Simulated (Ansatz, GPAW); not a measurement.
Given: the input of a run of GPAW 26.7.0 (ASE script) on Ge. This isn't the form of Ge at room conditions, which is diamond.

Contents of run.py:

```python
from ase import Atoms
from ase.dft.bandgap import bandgap
from ase.io import write
from ase.units import Bohr, GPa
from gpaw import GPAW, PW, setup_paths
from gpaw.elf import elf_from_dft_calculation

setup_paths.insert(0, '.')

atoms = Atoms(['Ge'],
              cell=[[1.397149, -2.600516, 0.0],
                    [1.397149, 2.600516, 0.0],
                    [0.0, 0.0, 2.698231]],
              scaled_positions=[[0.5, 0.5, 0.0]],
              pbc=True)

calc = GPAW(mode=PW(600),
            xc='PBEsol',
            kpts={'size': (11, 11, 10), 'gamma': True},
            occupations={'name': 'fermi-dirac', 'width': 0.05},
            nbands=8,
            convergence={'density': 1e-05, 'energy': 1e-05},
            maxiter=150,
            txt='gpaw.txt')
atoms.calc = calc
energy = atoms.get_potential_energy()
forces = atoms.get_forces()
stress = atoms.get_stress()
calc.write('gs.gpw')
write('result.traj', atoms)
print(f'Energy: {energy:.6f} eV')
print('Forces (eV/A):')
print(forces.round(4))
print('Stress (GPa):', (stress / GPa).round(3))
print('Fermi level:', round(calc.get_fermi_level(), 4), 'eV')
print(f'Gap: {bandgap(calc)[0]:.4f} eV, direct: {bandgap(calc, direct=True)[0]:.4f} eV')

# fields on the real-space grid
write('density.cube', atoms, data=calc.get_pseudo_density() * Bohr**3)
write('potential.cube', atoms, data=calc.get_electrostatic_potential())
write('elf.cube', atoms, data=elf_from_dft_calculation(calc).data)
```

Potentials or basis: PAW data sets generated in the run's folder for this functional, pw.

Run with:

```bash
$ gpaw-setup -f PBEsol Ge
$ OMP_NUM_THREADS=1 python run.py
```

Question: Translate it to Ansatz 0.2.0. Potentials or basis there: Ansatz PAW, cutoff 420 eV.

Answer: As run (cutoffs and basis follow the program's own potentials, and thresholds, step limits or extra output files can differ):

input.yaml

```yaml
crystal:
  lattice:
    - [1.397149, -2.600516, 0.0]
    - [1.397149, 2.600516, 0.0]
    - [0.0, 0.0, 2.698231]
  atoms:
    - { symbol: Ge, position: [0.5, 0.5, 0.0] }
hamiltonian:
  xc: pbesol
  pseudopotentials: { kind: paw }
kpoints:
  mp_grid: { grid: [11, 11, 10] }
scf:
  occupations: { method: fermi_dirac, width: 0.05 }
output:
  forces: true
  stress: true
  eigenvalues: true
```

Potentials or basis: Ansatz PAW.

The run is started by

```bash
$ ansatz run input.yaml --threads 1 --pin off --max-ram 3584MiB --backend cpu --events-out ev --progress --plain --runs-dir out
```

Both were run:

|  | GPAW | Ansatz |
| --- | --- | --- |
| Pressure | -4.2 GPa | -4.1 GPa |

Ansatz's pressure holds a Pulay term of +0.03 GPa for its cutoff of 420 eV, which the other run lacks.

The potentials hold 4 and 14 valence electrons a cell.

Ansatz's potentials were made for PBE.

Where Ansatz's input types no cutoff or centring, it takes its own default and a Γ-centred mesh.

Pressure is positive in compression.
